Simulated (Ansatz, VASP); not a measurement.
## One calculation of SiO2 (Seifertite), two programs

```
Si O
1.0
     4.09700    0.00000    0.00000
     0.00000    5.04620    0.00000
     0.00000    0.00000    4.49460
Si O
4 8
Direct
  0.00000 0.15241 0.25000
  0.50000 0.34759 0.75000
  0.00000 0.84759 0.75000
  0.50000 0.65241 0.25000
  0.73158 0.61721 0.91997
  0.76842 0.88279 0.41997
  0.23158 0.88279 0.08003
  0.26842 0.61721 0.58003
  0.26842 0.38279 0.08003
  0.23158 0.11721 0.58003
  0.76842 0.11721 0.91997
  0.73158 0.38279 0.41997
```

Alike in both runs: functional PBE; k mesh 5 × 4 × 4; occupations fermi-dirac, width 0.02 eV; no spin polarisation.

Ansatz relaxed the structure, and its values are those at the end. VASP's run is a single point on that final structure, the one shown.

|  | VASP | Ansatz |
| --- | --- | --- |
| version | VASP 6.6.1 | Ansatz 0.2.0 |
| potentials or method | VASP PAW PBE potentials, release 64 (Si, O) | plane-wave PAW, scalar-relativistic |
| plane-wave cutoff (eV) | 520 | 420 |
| valence electrons in the cell | 64 | 64 |

|  | VASP | Ansatz | Ansatz less VASP |
| --- | --- | --- | --- |
| gap on the k mesh at the Fermi level (eV) | 5.59 | 5.61 | +0.017 |
| pressure (GPa) | 5.7 | 5.6 | -0.14 |
| rms of the force components (eV/Å) | 0.011 | 0.000 | -0.0104 |

Ansatz warned: «stress_scf_threshold_loose».
